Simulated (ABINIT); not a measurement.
# Fe (Im-3m) in ABINIT: further runs

The runs below take Fe through single point, with PBEsol.

Everything below comes from runs of ABINIT 10.8.3 (patched build). Logs are shortened: lines on timing, memory, paths and dates and some standing lists are left out, and cuts for length are marked. The log counts tension as positive stress, the text compression.

**1. The cell of the first run**

The structure is cubic, space group Im-3m (No. 229). Conventional cell: a = 2.886 Å, b = 2.886 Å, c = 2.886 Å, α = 90.00°, β = 90.00°, γ = 90.00°. Around Fe (site symmetry m-3m) lie 8 Fe at 2.50 Å.

**2. Single point, PBEsol, collinear spin, ferromagnetic start, 12.02 Å³/atom (shear strain of 0 %)**

File run.abi:

```
pp_dirpath "./"
pseudos "Fe.GGA_PBE-JTH.xml"

acell 3*1.0 Angstrom
rprim
    -1.4430000000     1.4430000000     1.4430000000
     1.4430000000    -1.4430000000     1.4430000000
     1.4430000000     1.4430000000    -1.4430000000
ntypat 1
znucl 26
natom 1
typat 1
xred
     0.0000000000     0.0000000000     0.0000000000

ecut 26.0
pawecutdg 48.0
pawxcdev 0

kptopt 1
ngkpt 10 10 10
nshiftk 1
shiftk 0.0 0.0 0.0

ixc -116133

nband 13
occopt 3
tsmear 0.00183747

nsppol 2
spinat
     0.0000000000     0.0000000000     3.0000000000

nstep 100
tolvrs 1.0e-9

iomode 3
prtwf 0
prtden 0
prteig 0
prtebands 0
```

Potentials or basis: JTH PAW PBE v2.0.

On the command line:

```bash
abinit run.abi > log 2>&1
```

run.abo:

```text
.Version 10.8.3 of ABINIT
 Symmetries : space group Im -3 m (#229); Bravais cI (body-center cubic)
================================================================================
 Values of the parameters that define the memory need of the present run
     intxc =       0    ionmov =       0      iscf =      17    lmnmax =      18
     lnmax =       6     mgfft =      24  mpssoang =       3    mqgrid =    3001
     natom =       1  nloc_mem =       2    nspden =       2   nspinor =       1
    nsppol =       2      nsym =      48    n1xccc =       1    ntypat =       1
    occopt =       3   xclevel =       2
       mpw =         525          nfft =       13824          nkpt =          47
 PAW method is used; the additional fine FFT grid is defined by:
   mgfftf=        30    nfftf =     27000
================================================================================
================================================================================

--------------------------------------------------------------------------------
------------- Echo of variables that govern the present computation ------------
--------------------------------------------------------------------------------
 -outvars: echo values of preprocessed input variables --------
            acell      1.8897261259E+00  1.8897261259E+00  1.8897261259E+00 Bohr
              amu      5.58470000E+01
             ecut      2.60000000E+01 Hartree
              ixc     -116133
         kptrlatt       10    0    0      0   10    0      0    0   10
          kptrlen      4.72308570E+01
            natom           1
            nband          13
            ngfft          24      24      24
          ngfftdg          30      30      30
             nkpt          47
           nspden           2
           nsppol           2
            nstep         100
             nsym          48
           ntypat           1
           occopt           3
        pawecutdg      4.80000000E+01 Hartree
         pawxcdev           0
           prtden           0
        prtebands           0
           prteig           0
            prtwf           0
            rprim     -1.4430000000E+00  1.4430000000E+00  1.4430000000E+00
                       1.4430000000E+00 -1.4430000000E+00  1.4430000000E+00
                       1.4430000000E+00  1.4430000000E+00 -1.4430000000E+00
          spgroup         229
           spinat      0.0000000000E+00  0.0000000000E+00  3.0000000000E+00
           tolvrs      1.00000000E-09
           tsmear      1.83747000E-03 Hartree
            typat      1
           useylm           1
            znucl       26.00000

================================================================================

 chkinp: Checking input parameters for consistency.

================================================================================
== DATASET  1 ==================================================================

--- !DatasetInfo
iteration_state: {dtset: 1, }
dimensions: {natom: 1, nkpt: 47, mband: 13, nsppol: 2, nspinor: 1, nspden: 2, mpw: 525, }
cutoff_energies: {ecut:  26.0, pawecutdg:  48.0, }
electrons: {nelect:   1.60000000E+01, charge:   0.00000000E+00, occopt:   3.00000000E+00, tsmear:   1.83747000E-03, }
meta: {optdriver: 0, ionmov: 0, optcell: 0, iscf: 17, paral_kgb: 0, }
...

 Real(R)+Recip(G) space primitive vectors, cartesian coordinates (Bohr,Bohr^-1):
 R(1)= -2.7268748  2.7268748  2.7268748  G(1)=  0.0000000  0.1833601  0.1833601
 R(2)=  2.7268748 -2.7268748  2.7268748  G(2)=  0.1833601  0.0000000  0.1833601
 R(3)=  2.7268748  2.7268748 -2.7268748  G(3)=  0.1833601  0.1833601  0.0000000
 Unit cell volume ucvol=  8.1106486E+01 bohr^3
 Angles (23,13,12)=  1.09471221E+02  1.09471221E+02  1.09471221E+02 degrees

 Coarse grid specifications (used for wave-functions):

 getcut: wavevector=  0.0000  0.0000  0.0000  ngfft=  24  24  24
         ecut(hartree)=     26.000   => boxcut(ratio)=   2.21378

 getcut : COMMENT -
  Note that boxcut > 2.2 ; recall that boxcut=Gcut(box)/Gcut(sphere) = 2
  is sufficient for exact treatment of convolution.
  Such a large boxcut is a waste : you could raise ecut
  e.g. ecut=   31.855219 Hartrees makes boxcut=2

 Fine grid specifications (used for densities):

 getcut: wavevector=  0.0000  0.0000  0.0000  ngfft=  30  30  30
         ecut(hartree)=     48.000   => boxcut(ratio)=   2.03662

--- Pseudopotential description ------------------------------------------------
- pspini: atom type   1  psp file is ./Fe.GGA_PBE-JTH.xml
 Pseudopotential format is: paw10
 basis_size (lnmax)=  6 (lmn_size= 18), orbitals=   0   0   1   1   2   2
 Spheres core radius: rc_sph= 2.11531574
 Shapefunction is SIN type: shapef(r)=[sin(pi*r/rshp)/(pi*r/rshp)]**2
 Radius for shape functions =  1.80687083
 Compensation charge density is not taken into account in XC energy/potential

   4.97280188E+02                                ecore*ucvol(ha*bohr**3)
--------------------------------------------------------------------------------

================================================================================

--- !BeginCycle
iteration_state: {dtset: 1, }
solver: {iscf: 17, nstep: 100, nline: 4, wfoptalg: 10, }
tolerances: {tolvrs: 1.00E-09, }
...

     iter   Etot(hartree)      deltaE(h)  residm     nres2   difmagsph maxmagsph
 ETOT  1  -123.07469196583    -1.231E+02 2.310E+01 2.152E+02 9.933E-01 9.933E-01
 ETOT  2  -124.73089055603    -1.656E+00 3.923E-01 3.067E+02 1.159E+00 2.152E+00
 ETOT  3  -124.36822022883     3.627E-01 3.294E-01 2.808E+00 1.288E-01 2.023E+00
 ETOT  4  -124.35934951590     8.871E-03 3.621E-01 7.413E+00 2.131E-01 2.236E+00
 ETOT  5  -124.35689474698     2.455E-03 1.605E-01 8.986E-01 4.676E-02 2.190E+00
 ETOT  6  -124.35735050857    -4.558E-04 1.772E-02 1.255E+00 3.632E-02 2.226E+00
 ETOT  7  -124.35677948531     5.710E-04 5.559E-03 3.437E-02 2.116E-03 2.224E+00
 ETOT  8  -124.35676850142     1.098E-05 2.155E-03 5.233E-04 2.382E-03 2.226E+00
 ETOT  9  -124.35676878429    -2.829E-07 6.751E-03 3.299E-03 7.734E-03 2.234E+00
 ETOT 10  -124.35677045757    -1.673E-06 9.806E-04 8.799E-05 2.455E-03 2.232E+00
 ETOT 11  -124.35677059216    -1.346E-07 2.893E-03 2.840E-05 4.363E-04 2.231E+00
 ETOT 12  -124.35677055790     3.426E-08 3.304E-04 3.695E-06 4.514E-04 2.232E+00
 ETOT 13  -124.35677055957    -1.673E-09 8.333E-04 1.783E-06 4.553E-05 2.232E+00
 ETOT 14  -124.35677055975    -1.710E-10 8.799E-05 1.394E-07 9.233E-05 2.232E+00
 ETOT 15  -124.35677055985    -1.062E-10 2.132E-04 4.943E-09 4.085E-05 2.232E+00
 ETOT 16  -124.35677055986    -4.405E-12 2.257E-05 3.815E-09 1.655E-06 2.232E+00
 ETOT 17  -124.35677055985     3.482E-12 5.442E-05 6.989E-11 1.230E-06 2.232E+00

 At SCF step   17       nres2   =  6.99E-11 < tolvrs=  1.00E-09 =>converged.

 Cartesian components of stress tensor (hartree/bohr^3)
  sigma(1 1)=  6.84373697E-04  sigma(3 2)=  0.00000000E+00
  sigma(2 2)=  6.84373697E-04  sigma(3 1)=  0.00000000E+00
  sigma(3 3)=  6.84373697E-04  sigma(2 1)=  0.00000000E+00

--- !ResultsGS
iteration_state: {dtset: 1, }
comment   : Summary of ground state results
lattice_vectors:
- [ -2.7268748,   2.7268748,   2.7268748, ]
- [  2.7268748,  -2.7268748,   2.7268748, ]
- [  2.7268748,   2.7268748,  -2.7268748, ]
lattice_lengths: [   4.72309,    4.72309,    4.72309, ]
lattice_angles: [109.471, 109.471, 109.471, ] # degrees, (23, 13, 12)
lattice_volume:   8.1106486E+01
convergence: {deltae:  3.482E-12, res2:  6.989E-11, residm:  5.442E-05, diffor: null, }
etotal    :  -1.24356771E+02
entropy   :   0.00000000E+00
fermie    :   3.02238212E-01
cartesian_stress_tensor: # hartree/bohr^3
- [  6.84373697E-04,   0.00000000E+00,   0.00000000E+00, ]
- [  0.00000000E+00,   6.84373697E-04,   0.00000000E+00, ]
- [  0.00000000E+00,   0.00000000E+00,   6.84373697E-04, ]
pressure_GPa:  -2.0135E+01
xred      :
- [  0.0000E+00,   0.0000E+00,   0.0000E+00, Fe]
cartesian_forces: # hartree/bohr
- [ -0.00000000E+00,  -0.00000000E+00,  -0.00000000E+00, ]
force_length_stats: {min:   0.00000000E+00, max:   0.00000000E+00, mean:   0.00000000E+00, }
...

 Integrated electronic and magnetization densities in atomic spheres:
 ------------------------------------------------------------------------------------------------------------
 Radius=ratsph(iatom), smearing ratsm=  0.0000. Diff(up-dn)=approximate z local magnetic moment.
    Atom    Radius    up_density   dn_density  Total(up+dn)  Diff(up-dn)
    1 Fe   2.11532     8.303182     6.071462     14.374644     2.231719
 ------------------------------------------------------------------------------------------------------------
  Sum:                 8.303182     6.071462     14.374644     2.231719
 Total magnetization (from the atomic spheres):                2.231719
 Total magnetization (exact up - dn):                          2.170311

================================================================================

 ----iterations are completed or convergence reached----

 Mean square residual over all n,k,spin=   64.664E-09; max=  54.416E-06
 reduced coordinates (array xred) for    1 atoms
       0.000000000000      0.000000000000      0.000000000000
 rms dE/dt=  0.0000E+00; max dE/dt=  0.0000E+00; dE/dt below (all hartree)
    1       0.000000000000      0.000000000000      0.000000000000

 cartesian coordinates (angstrom) at end:
    1      0.00000000000000     0.00000000000000     0.00000000000000

 cartesian forces (hartree/bohr) at end:
    1     -0.00000000000000    -0.00000000000000    -0.00000000000000
 frms,max,avg= 0.0000000E+00 0.0000000E+00   0.000E+00  0.000E+00  0.000E+00 h/b

 cartesian forces (eV/Angstrom) at end:
    1     -0.00000000000000    -0.00000000000000    -0.00000000000000
 frms,max,avg= 0.0000000E+00 0.0000000E+00   0.000E+00  0.000E+00  0.000E+00 e/A
 length scales=  1.889726125908  1.889726125908  1.889726125908 bohr
              =  1.000000000000  1.000000000000  1.000000000000 angstroms
 Fermi (or HOMO) energy (hartree) =   0.30224   Average Vxc (hartree)=  -0.46343
 Magnetization (Bohr magneton)=  2.17030131E+00
 Total spin up =  9.08515066E+00   Total spin down =  6.91484934E+00
 Eigenvalues (hartree) for nkpt=  47  k points, SPIN UP:
 kpt#   1, nband= 13, wtk=  0.00100, kpt=  0.0000  0.0000  0.0000 (reduced coord)
  -2.92128   -1.67026   -1.67026   -1.67026    0.00142    0.22295    0.22295    0.22295
   0.26489    0.26489    1.18872    1.18872    1.18872
      occupation numbers for kpt#   1
   1.00000    1.00000    1.00000    1.00000    1.00000    1.00000    1.00000    1.00000
   1.00000    1.00000    0.00000    0.00000    0.00000
 prteigrs : prtvol=0 or 1, do not print more k-points.

 Eigenvalues (hartree) for nkpt=  47  k points, SPIN DOWN:
 kpt#   1, nband= 13, wtk=  0.00100, kpt=  0.0000  0.0000  0.0000 (reduced coord)
  -2.82524   -1.57599   -1.57599   -1.57599    0.00834    0.29367    0.29367    0.29367
   0.36264    0.36264    1.18245    1.18245    1.18245
      occupation numbers for kpt#   1
   1.00000    1.00000    1.00000    1.00000    1.00000    0.99064    0.99064    0.99064
   0.00000    0.00000    0.00000    0.00000    0.00000
 prteigrs : prtvol=0 or 1, do not print more k-points.

--- !EnergyTerms
iteration_state     : {dtset: 1, }
comment             : Components of total free energy in Hartree
kinetic             :  1.21782822008978E+01
hartree             :  2.43628063822465E+01
xc                  : -3.38414337451826E+00
Ewald energy        : -8.54131406383100E+01
psp_core            :  6.13120123276673E+00
local_psp           : -6.69365253269143E+01
PAW spherical_terms : -1.12949320757278E+01
internal            : -1.24356451599559E+02
'-kT*entropy'       : -3.15830056783816E-04
total_energy        : -1.24356767429616E+02
total_energy_eV     : -3.38392003082892E+03
...

--- !EnergyTermsDC
iteration_state     : {dtset: 1, }
comment             : '"Double-counting" decomposition of free energy'
band_energy         : -1.37171634528038E+01
Ewald energy        : -8.54131406383100E+01
psp_core            :  6.13120123276673E+00
xc_dc               : -2.33227453488993E+01
PAW spherical_terms : -8.03460652254923E+00
internal            : -1.24356454729796E+02
'-kT*entropy'       : -3.15830056783816E-04
total_energy_dc     : -1.24356770559852E+02
total_energy_dc_eV  : -3.38392011600698E+03
...

--- !EnergyTermsWithPAWCore
iteration_state     : {dtset: 1, }
comment             : 'Components of total free energy, including PAW core contributions'
Total energy        : -1.27162002683352E+03
Total energy DC     : -1.27162002996375E+03
Total energy (eV)   : -3.46025437082916E+04
Total energy DC (eV): -3.46025437934696E+04
...

 Cartesian components of stress tensor (hartree/bohr^3)
  sigma(1 1)=  6.84373697E-04  sigma(3 2)=  0.00000000E+00
  sigma(2 2)=  6.84373697E-04  sigma(3 1)=  0.00000000E+00
  sigma(3 3)=  6.84373697E-04  sigma(2 1)=  0.00000000E+00

-Cartesian components of stress tensor (GPa)         [Pressure= -2.0135E+01 GPa]
- sigma(1 1)=  2.01349693E+01  sigma(3 2)=  0.00000000E+00
- sigma(2 2)=  2.01349693E+01  sigma(3 1)=  0.00000000E+00
- sigma(3 3)=  2.01349693E+01  sigma(2 1)=  0.00000000E+00

== END DATASET(S) ==============================================================
================================================================================

 -outvars: echo values of variables after computation  --------
            acell      1.8897261259E+00  1.8897261259E+00  1.8897261259E+00 Bohr
           etotal     -1.2435677056E+02
            fcart     -0.0000000000E+00 -0.0000000000E+00 -0.0000000000E+00
            rprim     -1.4430000000E+00  1.4430000000E+00  1.4430000000E+00
                       1.4430000000E+00 -1.4430000000E+00  1.4430000000E+00
                       1.4430000000E+00  1.4430000000E+00 -1.4430000000E+00
           strten      6.8437369739E-04  6.8437369739E-04  6.8437369739E-04
                       0.0000000000E+00  0.0000000000E+00  0.0000000000E+00
 Calculation completed.
```

Wall time 20 s (1 thread of Intel Xeon 6975P-C (Granite Rapids), shared host); peak memory 0.11 GiB.

What came out:

- Free energy: -3383.9201 eV
- Pressure: -20.1 GPa
- Band gap on the k mesh: none (metal or under the smearing width)
- Net moment: 2.17 μB per cell
- Site moments: Fe +2.23 μB
- Valence electrons inside the program's atomic spheres: Fe 14.37 (radii [1.1194] Å)

Caveat: the PAW data sets were made with another functional, which shifts forces and pressure a little.

**3. Single point, PBEsol, collinear spin, ferromagnetic start, 12.02 Å³/atom (shear strain of -2 %)**

run.abi: that of step 2 with these lines changed.

```diff
@@ -5,5 +5,5 @@
 rprim
-    -1.4430000000     1.4430000000     1.4430000000
-     1.4430000000    -1.4430000000     1.4430000000
-     1.4430000000     1.4430000000    -1.4430000000
+    -1.4574300000     1.4574300000     1.4430000000
+     1.4574300000    -1.4574300000     1.4430000000
+     1.4285700000     1.4285700000    -1.4430000000
 ntypat 1
@@ -14,2 +14,5 @@
      0.0000000000     0.0000000000     0.0000000000
+chkprim 0
+chksymtnons 0
+tolsym 1.0e-6
```

Potentials or basis: JTH PAW PBE v2.0.

On the command line:

```bash
abinit run.abi > log 2>&1
```

Run time: 53 s. Hardware: 1 thread of Intel Xeon 6975P-C (Granite Rapids), shared host; peak memory 0.16 GiB.

Results (log left out):

| Quantity | Value |
| --- | --- |
| Free energy | -3383.9191 eV |
| Pressure | -19.9 GPa |
| Band gap on the k mesh | none (metal or under the smearing width) |
| Net moment | 2.18 μB per cell |
| Site moments | Fe +2.24 μB |
| Valence electrons inside the program's atomic spheres | Fe 14.37 (radii [1.1194] Å) |

Caveat: the PAW data sets were made with another functional, which shifts forces and pressure a little.
